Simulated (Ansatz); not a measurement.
**O-17 NMR of the central transition in SiO₂ at a changed volume**

Cell: a structure deposited in the COD, relaxed with PBE at fixed cell and then changed (volume scaled by 0.94, ions relaxed).

Space group P2_13 (No. 198); a = 7.0138 Å.

```
site  Wyckoff  site symmetry       x       y       z
 Si1       4a            .3.  0.2899  0.2899  0.2899
 Si5       4a            .3.  0.0247  0.0247  0.0247
  O9       4a            .3.  0.1571  0.1571  0.1571
 O13      12b              1  0.6385  0.6714  0.0244
```

One atom of each set is listed.

All values are calculated (Ansatz; DFT, PBE, plane waves and PAW, scalar-relativistic, 420 eV cutoff, Γ-centred 4×4×4 k-points, Fermi–Dirac smearing 0.02 eV), not measured.

O-17 has I = 5/2 and Q = -25.58 mb (Pyykkö 2018); at 23.5 T its Larmor frequency is ν₀ = 135.7 MHz. Only the quadrupole interaction is simulated: positions count from each site's isotropic chemical shift, and J coupling is left out, as are shift anisotropy and dipolar coupling, which fast spinning averages.

(1) What does the O-17 spectrum (fast magic-angle spinning) show for each site?

## Answers

(1) 

```csv
site,first shell,C_Q (MHz),η,P_Q (MHz),δ_QIS (ppm),breadth (kHz)
O9,"2 Si at 1.61 Å, angle 180°",-6.50,0.00,6.50,-13.8,4.01
O13,"2 Si at 1.62–1.63 Å, angle 139°",-5.69,0.25,5.75,-10.8,3.33
```

δ_QIS = −(ν_Q²/30ν₀²)[I(I+1) − 3/4](1 + η²/3) × 10⁶ ppm with ν_Q = 3|C_Q|/[2I(2I−1)]; it falls as 1/B₀² in ppm, and the breadth as 1/B₀ in kHz.

An axis of threefold or higher order runs through O9, so V_zz lies along it and η is zero. At O13 V_zz runs parallel to the line that joins its two neighbours (within 1°).

The database positions were far from equilibrium, so the relaxed structure may not be the compound's real one.
